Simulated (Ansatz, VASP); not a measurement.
This is a calculation of TiC for Ansatz 0.2.0.

Contents of input.yaml:

```yaml
crystal:
  lattice:
    - [0.0, 2.1657188437, 2.1657188437]
    - [2.1657188437, 0.0, 2.1657188437]
    - [2.1657188437, 2.1657188437, 0.0]
  atoms:
    - { symbol: Ti, position: [0.0, 0.0, 0.0] }
    - { symbol: C, position: [0.5, 0.5, 0.5] }
hamiltonian:
  xc: rpbe
  pseudopotentials: { kind: paw }
kpoints:
  mp_grid: { grid: [11, 11, 11] }
scf:
  occupations: { method: gaussian, width: 0.02 }
output:
  forces: true
  stress: true
  eigenvalues: true
```

Potentials or basis: Ansatz PAW.

The run is started by

```console
$ ansatz run input.yaml --threads 2 --pin off --max-ram 5632MiB --backend cpu --events-out ev --progress --plain --runs-dir out
```

Task: Translate it to VASP 6.6.1. Potentials there: VASP PAW PBE potentials, release 64 (Ti_sv_GW, C_GW).

Result: As run (the cutoff follows the program's own potentials):

INCAR

```
SYSTEM = TiC
PREC     = Accurate       ! precision mode
ENCUT    = 550            ! plane-wave cutoff, eV
EDIFF    = 1E-7           ! SCF threshold, eV
ISMEAR   = 0              ! smearing method
SIGMA    = 0.02           ! smearing width, eV
LREAL    = .False.        ! projectors in reciprocal space
LASPH    = .True.         ! aspherical terms in the spheres
NELM     = 60             ! most SCF steps
ALGO     = Normal         ! electronic algorithm
ISIF     = 2              ! what is computed and relaxed
LWAVE    = .False.        ! write WAVECAR
LCHARG   = .False.        ! write CHGCAR
GGA      = RP             ! functional
```

The input KPOINTS:

```
regular mesh
0
Gamma
  11 11 11
  0 0 0
```

POSCAR

```
TiC
1.0
    0.0000000000      2.1657188437      2.1657188437
    2.1657188437      0.0000000000      2.1657188437
    2.1657188437      2.1657188437      0.0000000000
Ti C
1 1
Cartesian
    0.0000000000      0.0000000000      0.0000000000
    2.1657188437      2.1657188437      2.1657188437
```

Potentials or basis: VASP PAW PBE potentials, release 64 (Ti_sv_GW, C_GW).

Run with:

```sh
$ cat potpaw_PBE.64/Ti_sv_GW/POTCAR potpaw_PBE.64/C_GW/POTCAR > POTCAR
$ mpirun -np 1 vasp_std > vasp.out
```

Both were run:

|  | VASP | Ansatz | Ansatz less VASP |
| --- | --- | --- | --- |
| gap on the k mesh at the Fermi level (eV) | none | none | - |
| pressure (GPa) | 3.4 | 4.9 | +1.47 |

A gap of «none» marks a metal or a gap that the smearing closes. The functional is the same, so the differences come from potentials, cutoffs and numerics.

Caveats: the PAW data sets were made with another functional, which shifts forces and pressure a little (VASP); the PAW data sets come from PBE, with cores solved anew for the run's functional, which leaves a small shift of forces and pressure (Ansatz).
